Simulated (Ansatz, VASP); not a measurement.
## InGa3As4 in VASP and in Ansatz

INCAR

```
SYSTEM = InGa3As4
ALGO = Normal
EDIFF = 1E-7
ENCUT = 520
GGA = PE
ISIF = 2
ISMEAR = 0
LASPH = .TRUE.
LCHARG = .FALSE.
LREAL = .FALSE.
LWAVE = .FALSE.
NBANDS = 46
NELM = 60
PREC = Accurate
SIGMA = 0.1
```

File KPOINTS:

```
k-points
0
G
  4 4 4
  0 0 0
```

Contents of POSCAR:

```
InGa3As4
1.0
   -2.8054113500      2.8054113500      5.6108227000
    2.8054113500     -2.8054113500      5.6108227000
    2.8054113500      2.8054113500     -5.6108227000
In Ga As
1 3 4
Direct
    0.5000000000      0.5000000000      0.0000000000
    0.0000000000      0.0000000000      0.0000000000
    0.2500000000      0.7500000000      0.5000000000
    0.7500000000      0.2500000000      0.5000000000
    0.6250000000      0.6250000000      0.5000000000
    0.1250000000      0.1250000000      0.5000000000
    0.8750000000      0.3750000000      0.0000000000
    0.3750000000      0.8750000000      0.0000000000
```

Input for Ansatz:

```yaml
crystal:
  lattice:
    - [-2.80541135, 2.80541135, 5.6108227]
    - [2.80541135, -2.80541135, 5.6108227]
    - [2.80541135, 2.80541135, -5.6108227]
  atoms:
    - { symbol: In, position: [0.5, 0.5, 0.0] }
    - { symbol: Ga, position: [0.0, 0.0, 0.0] }
    - { symbol: Ga, position: [0.25, 0.75, 0.5] }
    - { symbol: Ga, position: [0.75, 0.25, 0.5] }
    - { symbol: As, position: [0.625, 0.625, 0.5] }
    - { symbol: As, position: [0.125, 0.125, 0.5] }
    - { symbol: As, position: [0.875, 0.375, 0.0] }
    - { symbol: As, position: [0.375, 0.875, 0.0] }
basis:
  ecutwfc: 420
kpoints:
  mp_grid: { grid: [4, 4, 4] }
hamiltonian:
  xc: pbe
scf:
  occupations: { method: gaussian, width: 0.1 }
  lower_state_search: "off"
output:
  forces: true
  stress: true
  eigenvalues: true
```

Alike in both runs: task single point; functional PBE; k mesh 4 × 4 × 4; occupations gaussian, width 0.1 eV; no spin polarisation.

|  | VASP | Ansatz |
| --- | --- | --- |
| version | VASP 6.6.1 | Ansatz 0.2.0 |
| potentials or method | VASP PAW PBE potentials, release 64 (In_d, Ga_d, As) | scalar-relativistic, plane waves, PAW |
| plane-wave cutoff (eV) | 520 | 420 |
| valence electrons in the cell | 72 | 112 |

```tsv
	VASP	Ansatz	Ansatz less VASP
gap on the k mesh at the Fermi level (eV)	0.76	0.76	-0.007
least direct gap on the mesh (eV)	0.76	0.76	-0.007
pressure (GPa)	11.0	10.8	-0.20
rms of the force components (eV/Å)	0.737	0.739	+0.0012
```

Atom by atom the forces differ by 0.001 eV/Å (rms over components). The two sets of potentials don't hold the same shells in valence.

Caveats: spin-orbit coupling is left out, which moves the levels of the heavy elements; forces of over 1 eV/Å show positions far from the minimum, so gaps and moduli don't describe the material at rest. A hybrid or GW would open this gap; PBE tends to underestimate it. A k mesh can miss the band edges.
